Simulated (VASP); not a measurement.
# Rh in VASP: a series of runs

The runs below take Rh through relaxation of the atoms, with optB86b-vdW, PBE+D3.

Everything below comes from runs of VASP 6.6.1. Logs are shortened: lines on timing, memory, paths and dates and some standing lists are left out, and cuts for length are marked.

**1. The cell of the first run**

The cell holds a slab with vacuum, 6 atoms: a = 2.689 Å, b = 2.689 Å, c = 25.979 Å, α = 90.00°, β = 90.00°, γ = 120.00°.

The slab is cut from a database's or a generator's crystal, which needn't be the stable form of the element.

**2. Relaxation of the atoms, optB86b-vdW (the (1 1 1) slab of Rh, cut from the database cell, not relaxed)**

The input, INCAR:

```
PREC = Accurate ; ENCUT = 520
EDIFF = 1E-6 ; ISMEAR = 0
SIGMA = 0.05 ; LREAL = F
LASPH = T ; NELM = 80
ALGO = Fast ; ISIF = 2
LWAVE = F ; LCHARG = F
LDIPOL = T ; IDIPOL = 3
DIPOL = 0.5 0.5 0.500 ; GGA = MK
LUSE_VDW = T ; AGGAC = 0.0
PARAM1 = 0.1234 ; PARAM2 = 1.0
IBRION = 2 ; NSW = 60
EDIFFG = -0.01
```

The input, KPOINTS:

```
Automatic mesh
0
Gamma
  11 11 1
```

The input, POSCAR:

```
Rh
1.0
    2.6891977995      0.0000000000      0.0000000000
   -1.3445988998      2.3289136102      0.0000000000
    0.0000000000      0.0000000000     25.9786040438
Rh
6
Selective dynamics
Direct
    0.6666666667      0.3333333333      0.2886991151  F F F
    0.3333333333      0.6666666667      0.3732194691  F F F
    0.0000000000      0.0000000000      0.4577398230  F F F
    0.6666666667      0.3333333333      0.5422601770  T T T
    0.3333333333      0.6666666667      0.6267805309  T T T
    0.0000000000      0.0000000000      0.7113008849  T T T
```

Potentials or basis: VASP PAW PBE potentials, release 64 (Rh_pv).

Launch:

```
$ cat potpaw_PBE.64/Rh_pv/POTCAR > POTCAR
$ mpirun -np 1 vasp_std > vasp.out
```

OUTCAR:

```text
PREC = Accurate
   ENCUT = 520
   EDIFF = 1E-6
   ISMEAR = 0
   LREAL = F
   LASPH = T
   NELM = 80
   ISIF = 2
   GGA = MK
   IBRION = 2
   NSW = 60
   EDIFFG = -0.01

 ion  position               nearest neighbor table
   1  0.667  0.333  0.289-   2 2.69   2 2.69   2 2.69
   2  0.333  0.667  0.373-   3 2.69   3 2.69   3 2.69   1 2.69   1 2.69   1 2.69
   3  0.000  0.000  0.458-   2 2.69   2 2.69   2 2.69   4 2.69   4 2.69   4 2.69
   4  0.667  0.333  0.542-   5 2.69   5 2.69   5 2.69   3 2.69   3 2.69   3 2.69
   5  0.333  0.667  0.627-   4 2.69   4 2.69   4 2.69   6 2.69   6 2.69   6 2.69
   6  0.000  0.000  0.711-   5 2.69   5 2.69   5 2.69

  LATTYP: Found a hexagonal cell.
 ALAT       =     2.6891977995
 C/A-ratio  =     9.6603544926

  Lattice vectors:

 A1 = (   2.6891977995,   0.0000000000,   0.0000000000)
 A2 = (  -1.3445988998,   2.3289136102,   0.0000000000)
 A3 = (   0.0000000000,   0.0000000000,  25.9786040438)

Analysis of symmetry for initial positions (statically):
=====================================================================
 Subroutine PRICEL returns:
 Original cell was already a primitive cell.

 Routine SETGRP: Setting up the symmetry group for a
 hexagonal supercell.

 Subroutine GETGRP returns: Found 12 space group operations
 (whereof  6 operations were pure point group operations)
 out of a pool of 24 trial point group operations.

The static configuration has the point symmetry C_3v.
 The point group associated with its full space group is D_3d.

Analysis of symmetry for dynamics (positions and initial velocities):
=====================================================================
 Subroutine PRICEL returns:
 Original cell was already a primitive cell.

 Routine SETGRP: Setting up the symmetry group for a
 hexagonal supercell.

 Subroutine GETGRP returns: Found 12 space group operations
 (whereof  6 operations were pure point group operations)
 out of a pool of 24 trial point group operations.

The dynamic configuration has the point symmetry C_3v.
 The point group associated with its full space group is D_3d.

Analysis of constrained symmetry for selective dynamics:
=====================================================================
 Subroutine PRICEL returns:
 Original cell was already a primitive cell.

 Routine SETGRP: Setting up the symmetry group for a
 hexagonal supercell.

 Subroutine GETGRP returns: Found  6 space group operations
 (whereof  6 operations were pure point group operations)
 out of a pool of 24 trial point group operations.

The constrained configuration has the point symmetry C_3v.

 Subroutine INISYM returns: Found  6 space group operations
 (whereof  6 operations are pure point group operations),
 and found     1 'primitive' translations

----------------------------------------------------------------------------------------

                                     Primitive cell

  volume of cell :     162.7016

  direct lattice vectors                    reciprocal lattice vectors
     2.689197800  0.000000000  0.000000000     0.371858106  0.214692378  0.000000000
    -1.344598900  2.328913610  0.000000000     0.000000000  0.429384755  0.000000000
     0.000000000  0.000000000 25.978604044     0.000000000  0.000000000  0.038493215

  length of vectors
     2.689197800  2.689197800 25.978604044     0.429384755  0.429384755  0.038493215

  position of ions in fractional coordinates (direct lattice)
     0.666666667  0.333333333  0.288699115
     0.333333333  0.666666667  0.373219469
     0.000000000  0.000000000  0.457739823
     0.666666667  0.333333333  0.542260177
     0.333333333  0.666666667  0.626780531
     0.000000000  0.000000000  0.711300885

  ion indices of the primitive-cell ions
   primitive index   ion index
                 1           1
                 2           2
                 3           3
                 4           4
                 5           5
                 6           6

----------------------------------------------------------------------------------------

 KPOINTS: Automatic mesh

Automatic generation of k-mesh.
 Grid dimensions read from file:
 generate k-points for:   11   11    1

 Generating k-lattice:

  Cartesian coordinates                     Fractional coordinates (reciprocal lattice)
     0.033805282  0.019517489  0.000000000     0.090909091 -0.000000000  0.000000000
     0.000000000  0.039034978  0.000000000     0.000000000  0.090909091  0.000000000
     0.000000000  0.000000000  0.038493215     0.000000000  0.000000000  1.000000000

  Length of vectors
     0.039034978  0.039034978  0.038493215

  Shift w.r.t. Gamma in fractional coordinates (k-lattice)
     0.000000000  0.000000000  0.000000000

 Subroutine IBZKPT returns following result:
 ===========================================

 Found     16 irreducible k-points:

 Following reciprocal coordinates:
            Coordinates               Weight
  0.000000  0.000000  0.000000      1.000000
  0.090909  0.000000  0.000000      6.000000
  0.181818 -0.000000  0.000000      6.000000
  0.272727 -0.000000  0.000000      6.000000
  0.363636  0.000000  0.000000      6.000000
  0.454545 -0.000000  0.000000      6.000000
[... 8 lines left out ...]
  0.272727  0.272727  0.000000      6.000000
  0.363636  0.272727  0.000000      6.000000
   k-points           NKPTS =     16   k-points in BZ     NKDIM =     16   number of bands    NBANDS=     54
   number of dos      NEDOS =    301   number of ions     NIONS =      6
   total plane-waves  NPLWV =  78400
   dimension x,y,z NGX =    20 NGY =   20 NGZ =  196
   dimension x,y,z NGXF=    40 NGYF=   40 NGZF=  392
   ions per type =               6
   NGX,Y,Z   is equivalent  to a cutoff of  12.36, 12.36, 12.54 a.u.
   NGXF,Y,Z  is equivalent  to a cutoff of  24.73, 24.73, 25.09 a.u.
 SYSTEM =  unknown system
   PREC   = accura    normal or accurate (medium, high low for compatibility)
   ISTART =      0    job   : 0-new  1-cont  2-samecut
   ICHARG =      2    charge: 1-file 2-atom 10-const
   ISPIN  =      1    spin polarized calculation?
   LNONCOLLINEAR =      F non collinear calculations
   LSORBIT =      F    spin-orbit coupling
   LASPH  =      T    aspherical Exc in radial PAW
   ENCUT  =  520.0 eV  38.22 Ry    6.18 a.u.   5.00  5.00 48.30*2*pi/ulx,y,z
   NELM   =     80;   NELMIN=  2; NELMDL= -5     # of ELM steps
   EDIFF  = 0.1E-05   stopping-criterion for ELM
   LREAL  =      F    real-space projection
   EDIFFG = -.1E-01   stopping-criterion for IOM
   NSW    =     60    number of steps for IOM
   IBRION =      2    ionic relax: 0-MD 1-quasi-New 2-CG
   NFREE  =      1    steps in history (QN), initial steepest desc. (CG)
   ISIF   =      2    stress and relaxation
   ISYM   =      2    0-nonsym 1-usesym 2-fastsym
   POTIM  = 0.5000    time-step for ionic-motion
   TEBEG  =    0.0;   TEEND  =   0.0 temperature during run
   PSTRESS=    0.0 pullay stress
   NELECT =      90.0000    total number of electrons
   NUPDOWN=      -1.0000    fix difference up-down
   EMIN   =  10.00;   EMAX   =-10.00  energy-range for DOS
   EFERMI =   0.00;   METHOD = LEGACY
   ISMEAR =     0;   SIGMA  =   0.05  broadening in eV -4-tet -1-fermi 0-gaus
   EFERMI_NEDOS =   21; number of points for ismear=-14 and -15
   IALGO  =     68    algorithm
   IMIX   =      4    mixing-type and parameters
     AMIX     =   0.40;   BMIX     =  1.00
     AMIX_MAG =   1.60;   BMIX_MAG =  1.00
  volume/ion in A,a.u.               =      27.12       182.99
  Fermi-wavevector in a.u.,A,eV,Ry     =   1.343873  2.539552 24.572063  1.805996
  Thomas-Fermi vector in A             =   2.471912
   LORBIT       =      0    0 simple, 1 ext, 2 COOP (PROOUT), +10 PAW based schemes
   GGA     = MK    functional components
   LHFCALC =     F    Hartree Fock is set to
   AEXX    =    0.0000 exact exchange contribution
   IVDW_NL    =     1    kernel type
   BPARAM     = 6.3000
   IVDW    =     0    specifies the selected vdW correction
   LEPSILON=     F    determine dielectric tensor
   LRPA    =     F    only Hartree local field effects (RPA)
 conjugate gradient relaxation of ions
 non-spin polarized calculation
 RMM-DIIS sequential band-by-band and
 Gauss-broadening in eV      SIGMA  =   0.05
  energy-cutoff  :      520.00
  volume of cell :      162.70
 maximum number of plane-waves:      4437
 NGX is ok and might be reduce to    20
   NGX =  9   NGY =  9   NGZ = 97

--------------------------------------- Ionic step        1  -------------------------------------------

 number of electron      90.0000007 magnetization

 Free energy of the ion-electron system (eV)
  ---------------------------------------------------
  ext. energy  EPLUGINS =         0.00000000
  ---------------------------------------------------
  free energy    TOTEN  =       -23.08489724 eV

  energy without entropy =      -23.06946610  energy(sigma->0) =      -23.07718167

------------------------ aborting loop because EDIFF is reached ----------------------------------------

  FORCE on cell =-STRESS in cart. coord.  units (eV):
  Direction    XX          YY          ZZ          XY          YZ          ZX
  --------------------------------------------------------------------------------------
  -------------------------------------------------------------------------------------
  Total       -2.8220719     -2.8220719     -1.9115900      0.0000000      0.0000000     -0.0000000
  in kB      -27.7898836    -27.7898836    -18.8240637      0.0000000      0.0000000     -0.0000000
  external PRESSURE =     -24.8012769 kB  Pullay stress =       0.0000000 kB
[... 105 lines left out ...]
  FREE ENERGIE OF THE ION-ELECTRON SYSTEM (eV)
  ---------------------------------------------------
  free  energy   TOTEN  =       -23.0914202745 eV

  energy  without entropy=      -23.0752937237  energy(sigma->0) =      -23.08335700

Total vdW correction in eV:     13.4232736

[... ionic steps 4 to 8 ...]

--------------------------------------- Ionic step        9  -------------------------------------------

 number of electron      90.0000007 magnetization

------------------------ aborting loop because EDIFF is reached ----------------------------------------

  FORCE on cell =-STRESS in cart. coord.  units (eV):
  Direction    XX          YY          ZZ          XY          YZ          ZX
  --------------------------------------------------------------------------------------
  -------------------------------------------------------------------------------------
  Total       -2.4571898     -2.4571898     -0.8830917      0.0000000      0.0000000     -0.0000000
  in kB      -24.1967677    -24.1967677     -8.6960981      0.0000000      0.0000000     -0.0000000
  external PRESSURE =     -19.0298779 kB  Pullay stress =       0.0000000 kB
[... 63 lines left out ...]
  FREE ENERGIE OF THE ION-ELECTRON SYSTEM (eV)
  ---------------------------------------------------
  free  energy   TOTEN  =       -23.0921778819 eV

  energy  without entropy=      -23.0762140201  energy(sigma->0) =      -23.08419595

Total vdW correction in eV:     13.4144412

 dipolmoment           0.000000      0.000000      0.000089 electrons x Angstroem

--------------------------------------- Ionic step       11  -------------------------------------------

 number of electron      90.0000006 magnetization

 dipolmoment           0.000000      0.000000     -0.000476 electrons x Angstroem

 Free energy of the ion-electron system (eV)
  ---------------------------------------------------
  ext. energy  EPLUGINS =         0.00000000
  ---------------------------------------------------
  free energy    TOTEN  =       -23.09219454 eV

  energy without entropy =      -23.07629891  energy(sigma->0) =      -23.08424672

 E-fermi :   3.3201     XC(G=0):  -8.2373

 val. band max:        3.3134532825   @ k =   0.4545  -0.0000   0.0000
 cond. band min:       3.3373880725   @ k =   0.1818   0.0909   0.0000
 fundamental gap:      0.0239347900
 Fermi energy:         3.3201357450

 k-point     1 :       0.0000    0.0000    0.0000
  band No.  band energies     occupation
      1     -43.7203      2.00000
      2     -43.5809      2.00000
      3     -43.3497      2.00000
      4     -43.1273      2.00000
      5     -43.1206      2.00000
      6     -43.1206      2.00000
[... 901 lines left out ...]
     53      10.6608      0.00000
     54      11.2398      0.00000

------------------------ aborting loop because EDIFF is reached ----------------------------------------

 vacuum level on the upper side and lower side of the slab       (xc-potential included)        -1.543        -1.571

  FORCE on cell =-STRESS in cart. coord.  units (eV):
  Direction    XX          YY          ZZ          XY          YZ          ZX
  --------------------------------------------------------------------------------------
  -------------------------------------------------------------------------------------
  Total       -2.5224732     -2.5224732     -1.0712924      0.0000000     -0.0000000      0.0000000
  in kB      -24.8396347    -24.8396347    -10.5493731      0.0000000     -0.0000000      0.0000000
  external PRESSURE =     -20.0762142 kB  Pullay stress =       0.0000000 kB

 VOLUME and BASIS-vectors are now :
 -----------------------------------------------------------------------------
  energy-cutoff  :      520.00
  volume of cell :      162.70
      direct lattice vectors                 reciprocal lattice vectors
     2.689197800  0.000000000  0.000000000     0.371858106  0.214692378  0.000000000
    -1.344598900  2.328913610  0.000000000     0.000000000  0.429384755  0.000000000
     0.000000000  0.000000000 25.978604044     0.000000000  0.000000000  0.038493215
[... 12 lines left out ...]
  FREE ENERGIE OF THE ION-ELECTRON SYSTEM (eV)
  ---------------------------------------------------
  free  energy   TOTEN  =       -23.0921945366 eV

  energy  without entropy=      -23.0762989133  energy(sigma->0) =      -23.08424672

Total vdW correction in eV:     13.4148490

 reached required accuracy - stopping structural energy minimisation

 vacuum level on the upper side and lower side of the slab         7.176         7.025
```

Wall time 53 min (1 thread of Intel Xeon Platinum 8259CL at 2.50GHz (Skylake/Cascade Lake), shared host); peak memory 0.71 GiB.

Results:

```
Free energy               : -23.0922 eV
Energy gained by relaxing : 1.2 meV/atom
Ionic steps               : 11
Band gap on the k mesh    : none (metal or under the smearing width)
```

The path:
| step | energy change (eV) | largest force (eV/Å) | pressure (GPa) |
| --- | --- | --- | --- |
| 1 | 0.0000 | 0.2930 | -2.48 |
| 2 | -0.0053 | 0.2956 | -2.34 |
| 3 | -0.0065 | 0.2983 | -2.19 |
| 4 | -0.0066 | 0.2979 | -2.21 |
| 5 | -0.0068 | 0.2969 | -2.19 |
| 6 | -0.0068 | 0.2964 | -2.19 |
| 7 | -0.0070 | 0.2954 | -2.16 |
| 8 | -0.0072 | 0.2968 | -2.07 |
| 9 | -0.0072 | 0.2980 | -1.90 |
| 10 | -0.0073 | 0.2975 | -2.00 |
| 11 | -0.0073 | 0.2970 | -2.01 |

Final structure:
```
CELL_PARAMETERS angstrom
2.68920 0.00000 0.00000
-1.34460 2.32891 0.00000
0.00000 0.00000 25.97860
ATOMIC_POSITIONS crystal
Rh 0.66667 0.33333 0.28870
Rh 0.33333 0.66667 0.37322
Rh 0.00000 0.00000 0.45774
Rh 0.66667 0.33333 0.54268
Rh 0.33333 0.66667 0.62645
Rh 0.00000 0.00000 0.70961
```

Levels at points of the mesh, in eV from the Fermi level:
```tsv
k point	band 40	band 41	band 42	band 43	band 44	band 45	band 46	band 47	band 48	band 49
(0.00, 0.00, 0.00)	-2.30	-1.02	-1.02	-1.00	-1.00	-1.00	-0.73	-0.73	-0.24	-0.24
```

Caveat: the PAW data sets were made with another functional, which shifts forces and pressure a little.

**3. Relaxation of the atoms, PBE+D3 (the (1 1 1) slab of Rh, cut from the database cell, not relaxed)**

The input, INCAR:

```
PREC = Accurate ; ENCUT = 520
EDIFF = 1E-6 ; ISMEAR = 0
SIGMA = 0.05 ; LREAL = False
LASPH = True ; NELM = 100
ALGO = Normal ; ISIF = 2
LWAVE = False ; LCHARG = False
LDIPOL = True ; IDIPOL = 3
DIPOL = 0.5 0.5 0.500 ; GGA = PE
IVDW = 11 ; IBRION = 2
NSW = 60 ; EDIFFG = -0.01
```

The input, KPOINTS:

```
regular mesh
0
Gamma
  11 11 1
```

POSCAR is that of step 2.

Potentials or basis: VASP PAW PBE potentials, release 64 (Rh_pv).

Launch:

```
$ cat potpaw_PBE.64/Rh_pv/POTCAR > POTCAR
$ mpirun -np 1 vasp_std > vasp.out
```

It took 31 min on 1 thread of Intel Xeon Platinum 8259CL at 2.50GHz (Skylake/Cascade Lake), shared host; peak memory 0.33 GiB.

Results (log left out):

```
Free energy                : -44.7406 eV
Energy gained by relaxing  : 1.1 meV/atom
Ionic steps                : 10
Band gap on the k mesh     : none (metal or under the smearing width)
Dispersion energy per atom : -0.464 eV
```

The path:
```tsv
step	energy change (eV)	largest force (eV/Å)	pressure (GPa)
1	0.0000	0.2453	-2.96
2	-0.0037	0.2447	-2.84
3	-0.0047	0.2454	-2.67
4	-0.0049	0.2454	-2.71
5	-0.0052	0.2462	-2.68
6	-0.0061	0.2467	-2.57
7	-0.0066	0.2456	-2.36
8	-0.0067	0.2457	-2.38
9	-0.0065	0.2487	-2.34
10	-0.0067	0.2467	-2.37
```

Final structure:
```xyz
6
Lattice="2.6892 0.0000 0.0000 -1.3446 2.3289 0.0000 0.0000 0.0000 25.9786" Properties=species:S:1:pos:R:3 pbc="T T T"
Rh    1.3446    0.7763    7.5000
Rh    0.0000    1.5526    9.6957
Rh    0.0000    0.0000   11.8914
Rh    1.3446    0.7763   14.0885
Rh    0.0000    1.5526   16.2568
Rh    0.0000    0.0000   18.4231
```

Levels at points of the mesh, in eV from the Fermi level:
```
           k point  band 40  band 41  band 42  band 43  band 44  band 45  band 46  band 47  band 48  band 49
(0.00, 0.00, 0.00)    -2.31    -1.02    -1.02    -1.00    -1.00    -0.99    -0.73    -0.73    -0.24    -0.24
```
